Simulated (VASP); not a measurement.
A calculation with VASP 6.6.1 of InAs (native input, structure from a POSCAR):

Contents of INCAR:

```
ALGO = Normal ; EDIFF = 1E-6
ENCUT = 500 ; GGA = PE
ISIF = 2 ; ISMEAR = 0
LASPH = True ; LCHARG = False
LREAL = False ; LWAVE = False
NBANDS = 11 ; NELM = 100
PREC = Accurate ; SIGMA = 0.1
```

Contents of KPOINTS:

```
k-points
0
Gamma
  8 8 8
```

Contents of POSCAR:

```
InAs
4.2681
    0.000000000000      0.707106206509      0.707106206509
    0.707106206509      0.000000000000      0.707106206509
    0.707106206509      0.707106206509      0.000000000000
In As
1 1
Direct
    0.0000000000      0.0000000000      0.0000000000
    0.7500000000      0.7500000000      0.7500000000
```

Potentials or basis: VASP PAW PBE potentials, release 64 (In, As).

The run is started by

```console
$ cat potpaw_PBE.64/In/POTCAR potpaw_PBE.64/As/POTCAR > POTCAR
$ mpirun -np 1 vasp_std > vasp.out
```

Question: Write the same calculation in another form: ASE script, structure typed inline.

Answer: As run:

run.py

```python
from ase import Atoms
from ase.calculators.vasp import Vasp
from ase.dft.bandgap import bandgap

atoms = Atoms(
    ['In', 'As'],
    cell=[[0.0, 3.018, 3.018], [3.018, 0.0, 3.018], [3.018, 3.018, 0.0]],
    scaled_positions=[[0.0, 0.0, 0.0], [0.75, 0.75, 0.75]],
    pbc=True,
)
calc = Vasp(
    directory='calc',
    xc='pbe',
    pp='PBE',
    setups='minimal',
    prec='Accurate',
    encut=500,
    ediff=1e-06,
    ismear=0,
    sigma=0.1,
    lreal=False,
    lasph=True,
    nelm=80,
    algo='Normal',
    isif=2,
    lwave=False,
    lcharg=False,
    kpts=[8, 8, 8],
    gamma=True,
    nbands=11,
)
atoms.calc = calc

print('energy (eV):', atoms.get_potential_energy())
print('free energy (eV):', atoms.get_potential_energy(force_consistent=True))
print('forces (eV/A):')
print(atoms.get_forces())
print('stress (eV/A^3, Voigt):', atoms.get_stress())
print('Fermi level (eV):', calc.get_fermi_level())
gap, top, bottom = bandgap(calc)
print('band gap (eV):', gap, 'from (spin, k, band)', top, 'to', bottom)
```

Potentials or basis: VASP PAW PBE potentials, release 64 (In, As).

Command:

```console
$ python run.py
```

Both were run:

|  | native input, structure from a POSCAR | ASE script, structure typed inline |
| --- | --- | --- |
| Pressure | 5.2 GPa | 5.2 GPa |
| Band gap on the k mesh | none (metal or under the smearing width) | none (metal or under the smearing width) |

Keys that steer only the numerical path or the files written may differ.

Caveat: this crystal is a semiconductor, whose small gap the functional closes, so the metal is an error of the method.
